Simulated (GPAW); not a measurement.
# Si2Ni (Fm-3m) in GPAW: settings compared, part 3 of 3

GPAW 26.7.0. Earlier steps stand in the parts before.

## Step 6: Phonons, revTPSS+D3(op), collinear spin, ferromagnetic start

The input, run.py:

```python
import json
import numpy as np
from ase import Atoms
from ase.calculators.mixing import SumCalculator
from ase.constraints import FixSymmetry
from ase.filters import FrechetCellFilter
from ase.io import write
from ase.optimize import BFGS
from dftd3.ase import DFTD3
from phonopy import Phonopy
from phonopy.structure.atoms import PhonopyAtoms
from gpaw import GPAW, PW

atoms = Atoms(['Ni', 'Si', 'Si'],
              cell=[[0.0, 2.703, 2.703],
                    [2.703, 0.0, 2.703],
                    [2.703, 2.703, 0.0]],
              scaled_positions=[[0.0, 0.0, 0.0],
                                [0.75, 0.75, 0.75],
                                [0.25, 0.25, 0.25]],
              pbc=True)
atoms.set_initial_magnetic_moments([1.0, 0.0, 0.0])

calc = GPAW(mode=PW(510),
            xc='MGGA_X_REVTPSS+MGGA_C_REVTPSS',
            kpts={'size': (6, 6, 6), 'gamma': True},
            occupations={'name': 'fermi-dirac', 'width': 0.01},
            setups={'Ni': 'v3'},
            nbands=-12,
            convergence={'density': 1e-06, 'eigenstates': 1e-09},
            mixer={'backend': 'pulay'},
            eigensolver='davidson',
            maxiter=50,
            txt='gpaw.txt')
atoms.calc = SumCalculator([calc, DFTD3(method='revtpss', damping='d3op')])
atoms.set_constraint(FixSymmetry(atoms))
BFGS(FrechetCellFilter(atoms), trajectory='relax.traj', logfile='-').run(fmax=0.005, steps=40)
atoms.set_constraint()
energy = atoms.get_potential_energy()
forces = atoms.get_forces()
stress = atoms.get_stress()
calc.write('gs.gpw')
write('result.traj', atoms)
print('Cell:', atoms.cell.cellpar().round(4))
print(atoms.get_scaled_positions().round(5))

def force_constants(scale):
    unit = PhonopyAtoms(symbols=atoms.get_chemical_symbols(), cell=atoms.cell[:] * scale**(1 / 3),
                        scaled_positions=atoms.get_scaled_positions(),
                        magnetic_moments=atoms.get_initial_magnetic_moments())
    ph = Phonopy(unit, supercell_matrix=np.diag([1, 1, 1]), primitive_matrix=np.eye(3), symprec=1e-4)
    ph.generate_displacements(distance=0.01)
    forces = []
    for i, sc in enumerate(ph.supercells_with_displacements):
        a = Atoms(sc.symbols, cell=sc.cell, scaled_positions=sc.scaled_positions, pbc=True,
                  magmoms=sc.magnetic_moments)
        c = GPAW(mode=PW(510),
                 xc='MGGA_X_REVTPSS+MGGA_C_REVTPSS',
                 kpts={'size': (6, 6, 6), 'gamma': True},
                 occupations={'name': 'fermi-dirac', 'width': 0.01},
                 setups={'Ni': 'v3'},
                 nbands=-12,
                 convergence={'density': 1e-06, 'eigenstates': 1e-09},
                 mixer={'backend': 'pulay'},
                 eigensolver='davidson',
                 maxiter=50,
                 txt=f'disp-{scale:.3f}-{i:02d}.txt')
        a.calc = SumCalculator([c, DFTD3(method='revtpss', damping='d3op')])
        f = a.get_forces()
        forces.append(f - f.mean(axis=0))
        print(f'displacement {i}: drift', f.mean(axis=0).round(5), flush=True)
    ph.forces = forces
    ph.produce_force_constants()
    ph.symmetrize_force_constants()
    return ph

qpoints = [[0.0, 0.0, 0.0]]
results = {}
for scale in [1.0]:
    ph = force_constants(scale)
    ph.run_qpoints(qpoints)
    nu = ph.qpoints.frequencies * 33.35641  # THz to cm^-1
    results[f'{scale:.3f}'] = nu.tolist()
    for qp, f in zip(qpoints, nu):
        print(scale, np.round(qp, 4), f.round(2))
json.dump(results, open('phonons.json', 'w'))
```

Potentials or basis: GPAW PAW data sets (gpaw-data 1.2.1), newer versions, pw.

Launch:

```bash
> OMP_NUM_THREADS=1 python run.py
```

gpaw.txt:

```text
__  _  _
 | _ |_)|_||  |
 |__||  | ||/\| - 26.7.0

Input parameters:
  mode=PW(ecut=510.0),
  convergence={'density': 1e-06, 'eigenstates': 1e-09},
  eigensolver=Davidson(niter=2),
  kpts=MonkhorstPack(size=(6, 6, 6), gamma=True),
  maxiter=50,
  mixer=Pulay(name='pulay', nmaxold=16, beta=0.08, weight=20.0, sigma=0.015, g_ss=None),
  nbands=-12,
  occupations=Occupations(name='fermi-dirac', width=0.01),
  setups={'Ni': 'v3'},
  xc=XC(name='MGGA_X_REVTPSS+MGGA_C_REVTPSS')

Diagonalizing LCAO Hamiltonian
Converting LCAO to pw mode

                    Si

           Si

       Ni

Atoms  # Å, Bohr magnetons
|   | symbol |        x |        y |        z |    initial magnetic moments |
|---|--------|----------|----------|----------|-----------------------------|
| 0 |     Ni | 0.000000 | 0.000000 | 0.000000 | ( 0.0000,  0.0000,  1.0000) |
| 1 |     Si | 4.054500 | 4.054500 | 4.054500 | ( 0.0000,  0.0000,  0.0000) |
| 2 |     Si | 1.351500 | 1.351500 | 1.351500 | ( 0.0000,  0.0000,  0.0000) |

Unit cell  # Å
| periodic |        x |        y |        z |  lengths |    angles |
|----------|----------|----------|----------|----------|-----------|
|      yes | 0.000000 | 2.703000 | 2.703000 | 3.822619 | 60.000000 |
|      yes | 2.703000 | 0.000000 | 2.703000 | 3.822619 | 60.000000 |
|      yes | 2.703000 | 2.703000 | 0.000000 | 3.822619 | 60.000000 |

Number of symmetries: 48
Symmetry operations  # r_c * U_cc + t_c -> r_c
|    | kind |            matrix            |
|----|------|------------------------------|
|  0 |  σ   |  1, 0, 0,  1, 0,-1,  1,-1, 0 |
|  1 |  C2  |  1, 0, 0,  1,-1, 0,  1, 0,-1 |
|  2 |  E   |  1, 0, 0,  0, 1, 0,  0, 0, 1 |
|  3 |  σ   |  1, 0, 0,  0, 0, 1,  0, 1, 0 |
|  4 |  C4  |  1, 0,-1,  1, 0, 0,  1,-1, 0 |
|  5 |  S6  |  1, 0,-1,  1,-1, 0,  1, 0, 0 |
|  6 |  σ   |  1, 0,-1,  0, 1,-1,  0, 0,-1 |
|  7 |  C3  |  1, 0,-1,  0, 0,-1,  0, 1,-1 |
|  8 |  S6  |  1,-1, 0,  1, 0, 0,  1, 0,-1 |
[... 165 lines left out ...]
SCF iterations
|iter     | |      energy | eigst |  dens |  magmom |
|---------|-|-------------|-------|-------|---------|
|iter:   1| |  216.338731 | +2.54 |       |  +1.0017|
|iter:   2| |  -21.163498 | +0.93 | -0.58 |  +0.9351|
|iter:   3| |  -18.878547 | -0.33 | -0.71 |  +0.8944|
|iter:   4| |  -18.599835 | -1.30 | -0.83 |  +0.8816|
|iter:   5| |  -17.518221 | -1.61 | -0.86 |  +0.7203|
|iter:   6| |  -17.313956 | -1.39 | -1.11 |  +0.4260|
|iter:   7| |  -17.230922 | -2.94 | -1.45 |  +0.4957|
|iter:   8| |  -17.258196 | -3.36 | -1.60 |  +0.5343|
|iter:   9| |  -17.275999 | -2.15 | -1.48 |  -0.2176|
|iter:  10| |  -17.257520 | -3.48 | -1.69 |  -0.0961|
|iter:  11| |  -17.258946 | -3.91 | -2.14 |  -0.0794|
|iter:  12| |  -17.265508c| -3.36 | -2.19 |  -0.0730|
|iter:  13| |  -17.259888c| -3.74 | -1.97 |  +0.0304|
|iter:  14| |  -17.259987c| -5.04 | -2.61 |  +0.0296|
|iter:  15| |  -17.259988c| -5.83 | -2.61 |  +0.0296|
|iter:  16| |  -17.259990c| -6.48 | -2.61 |  +0.0309|
|iter:  17| |  -17.260002c| -4.68 | -2.61 |  +0.1026|
|iter:  18| |  -17.260024c| -6.10 | -2.87 |  +0.1002|
[... 76 lines left out ...]
Stress tensor  # eV/Ang^3
|        x |        y |        z |
|----------|----------|----------|
| 0.010146 | 0.000000 | 0.000000 |
| 0.000000 | 0.010146 | 0.000000 |
| 0.000000 | 0.000000 | 0.010146 |

Forces  # eV/Ang
|       x |        y |        z |
|---------|----------|----------|
| 0.00000 | -0.00000 | -0.00000 |  # Ni   0
| 0.00000 | -0.00000 |  0.00000 |  # Si   1
| 0.00000 |  0.00000 | -0.00000 |  # Si   2

Interpolating wave functions to new cell
[... 7 lines left out ...]
Atoms  # Å, Bohr magnetons
|   | symbol |        x |        y |        z |    initial magnetic moments |
|---|--------|----------|----------|----------|-----------------------------|
| 0 |     Ni | 0.000000 | 0.000000 | 0.000000 | ( 0.0000,  0.0000,  0.0521) |
| 1 |     Si | 4.049203 | 4.049203 | 4.049203 | ( 0.0000,  0.0000,  0.0078) |
| 2 |     Si | 1.349734 | 1.349734 | 1.349734 | ( 0.0000,  0.0000,  0.0078) |

Unit cell  # Å
| periodic |        x |         y |         z |  lengths |    angles |
|----------|----------|-----------|-----------|----------|-----------|
|      yes | 0.000000 |  2.699469 |  2.699469 | 3.817625 | 60.000000 |
|      yes | 2.699469 | -0.000000 |  2.699469 | 3.817625 | 60.000000 |
|      yes | 2.699469 |  2.699469 | -0.000000 | 3.817625 | 60.000000 |

Number of symmetries: 48
Symmetry operations  # r_c * U_cc + t_c -> r_c
|    | kind |            matrix            |
|----|------|------------------------------|
|  0 |  σ   |  1, 0, 0,  1, 0,-1,  1,-1, 0 |
|  1 |  C2  |  1, 0, 0,  1,-1, 0,  1, 0,-1 |
|  2 |  E   |  1, 0, 0,  0, 1, 0,  0, 0, 1 |
|  3 |  σ   |  1, 0, 0,  0, 0, 1,  0, 1, 0 |
|  4 |  C4  |  1, 0,-1,  1, 0, 0,  1,-1, 0 |
|  5 |  S6  |  1, 0,-1,  1,-1, 0,  1, 0, 0 |
|  6 |  σ   |  1, 0,-1,  0, 1,-1,  0, 0,-1 |
|  7 |  C3  |  1, 0,-1,  0, 0,-1,  0, 1,-1 |
|  8 |  S6  |  1,-1, 0,  1, 0, 0,  1, 0,-1 |
[... 244 lines left out ...]
No gap
No difference between direct/indirect transitions

Stress tensor  # eV/Ang^3
|        x |         y |         z |
|----------|-----------|-----------|
| 0.006205 |  0.000000 |  0.000000 |
| 0.000000 |  0.006205 | -0.000000 |
| 0.000000 | -0.000000 |  0.006205 |

Forces  # eV/Ang
|       x |       y |       z |
|---------|---------|---------|
| 0.00000 | 0.00000 | 0.00000 |  # Ni   0
| 0.00000 | 0.00000 | 0.00000 |  # Si   1
| 0.00000 | 0.00000 | 0.00000 |  # Si   2

Interpolating wave functions to new cell
[... 7 lines left out ...]
Atoms  # Å, Bohr magnetons
|   | symbol |        x |        y |        z |    initial magnetic moments |
|---|--------|----------|----------|----------|-----------------------------|
| 0 |     Ni | 0.000000 | 0.000000 | 0.000000 | ( 0.0000,  0.0000,  0.0548) |
| 1 |     Si | 4.026397 | 4.026397 | 4.026397 | ( 0.0000,  0.0000,  0.0081) |
| 2 |     Si | 1.342132 | 1.342132 | 1.342132 | ( 0.0000,  0.0000,  0.0081) |

Unit cell  # Å
| periodic |        x |        y |         z |  lengths |    angles |
|----------|----------|----------|-----------|----------|-----------|
|      yes | 0.000000 | 2.684264 |  2.684264 | 3.796123 | 60.000000 |
|      yes | 2.684264 | 0.000000 |  2.684264 | 3.796123 | 60.000000 |
|      yes | 2.684264 | 2.684264 | -0.000000 | 3.796123 | 60.000000 |

Number of symmetries: 48
Symmetry operations  # r_c * U_cc + t_c -> r_c
|    | kind |            matrix            |
|----|------|------------------------------|
|  0 |  σ   |  1, 0, 0,  1, 0,-1,  1,-1, 0 |
|  1 |  C2  |  1, 0, 0,  1,-1, 0,  1, 0,-1 |
|  2 |  E   |  1, 0, 0,  0, 1, 0,  0, 0, 1 |
|  3 |  σ   |  1, 0, 0,  0, 0, 1,  0, 1, 0 |
|  4 |  C4  |  1, 0,-1,  1, 0, 0,  1,-1, 0 |
|  5 |  S6  |  1, 0,-1,  1,-1, 0,  1, 0, 0 |
|  6 |  σ   |  1, 0,-1,  0, 1,-1,  0, 0,-1 |
|  7 |  C3  |  1, 0,-1,  0, 0,-1,  0, 1,-1 |
|  8 |  S6  |  1,-1, 0,  1, 0, 0,  1, 0,-1 |
[... 240 lines left out ...]
No gap
No difference between direct/indirect transitions

Stress tensor  # eV/Ang^3
|         x |         y |         z |
|-----------|-----------|-----------|
| -0.012428 | -0.000000 |  0.000000 |
| -0.000000 | -0.012428 |  0.000000 |
|  0.000000 |  0.000000 | -0.012428 |

Forces  # eV/Ang
|        x |        y |        z |
|----------|----------|----------|
| -0.00000 | -0.00000 | -0.00000 |  # Ni   0
|  0.00000 |  0.00000 | -0.00000 |  # Si   1
| -0.00000 | -0.00000 | -0.00000 |  # Si   2
[... 9 lines left out ...]
Atoms  # Å, Bohr magnetons
|   | symbol |        x |        y |        z |    initial magnetic moments |
|---|--------|----------|----------|----------|-----------------------------|
| 0 |     Ni | 0.000000 | 0.000000 | 0.000000 | ( 0.0000,  0.0000,  0.0575) |
| 1 |     Si | 4.027916 | 4.027916 | 4.027916 | ( 0.0000,  0.0000,  0.0085) |
| 2 |     Si | 1.342639 | 1.342639 | 1.342639 | ( 0.0000,  0.0000,  0.0085) |

Unit cell  # Å
| periodic |        x |        y |         z |  lengths |    angles |
|----------|----------|----------|-----------|----------|-----------|
|      yes | 0.000000 | 2.685277 |  2.685277 | 3.797556 | 60.000000 |
|      yes | 2.685277 | 0.000000 |  2.685277 | 3.797556 | 60.000000 |
|      yes | 2.685277 | 2.685277 | -0.000000 | 3.797556 | 60.000000 |

Number of symmetries: 48
Symmetry operations  # r_c * U_cc + t_c -> r_c
|    | kind |            matrix            |
|----|------|------------------------------|
|  0 |  σ   |  1, 0, 0,  1, 0,-1,  1,-1, 0 |
|  1 |  C2  |  1, 0, 0,  1,-1, 0,  1, 0,-1 |
|  2 |  E   |  1, 0, 0,  0, 1, 0,  0, 0, 1 |
|  3 |  σ   |  1, 0, 0,  0, 0, 1,  0, 1, 0 |
|  4 |  C4  |  1, 0,-1,  1, 0, 0,  1,-1, 0 |
|  5 |  S6  |  1, 0,-1,  1,-1, 0,  1, 0, 0 |
|  6 |  σ   |  1, 0,-1,  0, 1,-1,  0, 0,-1 |
|  7 |  C3  |  1, 0,-1,  0, 0,-1,  0, 1,-1 |
|  8 |  S6  |  1,-1, 0,  1, 0, 0,  1, 0,-1 |
[... 241 lines left out ...]
No gap
No difference between direct/indirect transitions

Stress tensor  # eV/Ang^3
|         x |         y |         z |
|-----------|-----------|-----------|
| -0.011083 | -0.000000 |  0.000000 |
| -0.000000 | -0.011083 |  0.000000 |
|  0.000000 |  0.000000 | -0.011083 |

Forces  # eV/Ang
|        x |        y |        z |
|----------|----------|----------|
|  0.00000 |  0.00000 |  0.00000 |  # Ni   0
|  0.00000 |  0.00000 |  0.00000 |  # Si   1
| -0.00000 | -0.00000 | -0.00000 |  # Si   2

# Writing to gs.gpw (mode='')
```

Wall time 7.4 min (1 thread of Intel Xeon 6985P-C at 2.30GHz (Granite Rapids), shared host); peak memory 1.5 GiB.

Results:

```yaml
Free_energy: -17.8227 eV
Relaxed_volume: 12.91 Å³/atom
Relaxed_cell: a = 3.798 Å, b = 3.798 Å, c = 3.798 Å, α = 60.00°, β = 60.00°, γ = 60.00°
Space_group_after_relaxing_to_0.05_Å: Fm-3m (No. 225)
Pressure_after_relaxing: 0.0 GPa
Band_gap_on_the_k_mesh: none (metal or under the smearing width)
Net_moment: 0.08 μB per cell
Site_moments: Ni +0.06; Si +0.01 μB
Highest_phonon_frequency_at_Γ: 359 cm⁻¹
Dispersion_energy_per_atom: -0.189 eV
```

Final structure:
```
Ni Si
1.0
     0.00000    2.68528    2.68528
     2.68528    0.00000    2.68528
     2.68528    2.68528    0.00000
Ni Si
1 2
Direct
  0.00000 0.00000 0.00000
  0.75000 0.75000 0.75000
  0.25000 0.25000 0.25000
```

Levels at points of the mesh, in eV from the Fermi level:
Spin up:
```
           k point  band 10  band 11  band 12  band 13  band 14  band 15  band 16  band 17
(0.00, 0.00, 0.00)    -3.78    -0.15     1.69     1.69     1.69     2.10     2.10     2.10
(0.50, 0.50, 0.00)    -3.80    -3.80    -3.70    -3.35    -0.44     1.10     7.61     8.50
(0.50, 0.50, 0.50)    -3.56    -3.56    -1.61    -1.61     1.59     1.72     1.72     2.72
```
Spin down:
```csv
k point,band 9,band 10,band 11,band 12,band 13,band 14,band 15,band 16,band 17,band 18
"(0.00, 0.00, 0.00)",-3.74,-3.74,-0.13,1.75,1.75,1.75,2.10,2.10,2.10,4.69
"(0.50, 0.50, 0.00)",-4.77,-3.72,-3.72,-3.67,-3.31,-0.36,1.12,7.62,8.53,8.53
"(0.50, 0.50, 0.50)",-3.85,-3.51,-3.51,-1.60,-1.60,1.62,1.77,1.77,2.76,9.18
```

Phonon frequencies in cm⁻¹ (negative: imaginary):
```tsv
q point	frequencies
(0.000, 0.000, 0.000)	0 0 0 330 330 330 359 359 359
```

Caveat: the cutoff is short for stress and forces, so pressures can be off by a GPa or more; the PAW data sets were made with another functional, which shifts forces and pressure a little; pairwise dispersion overbinds metals, which lowers pressure and volume.
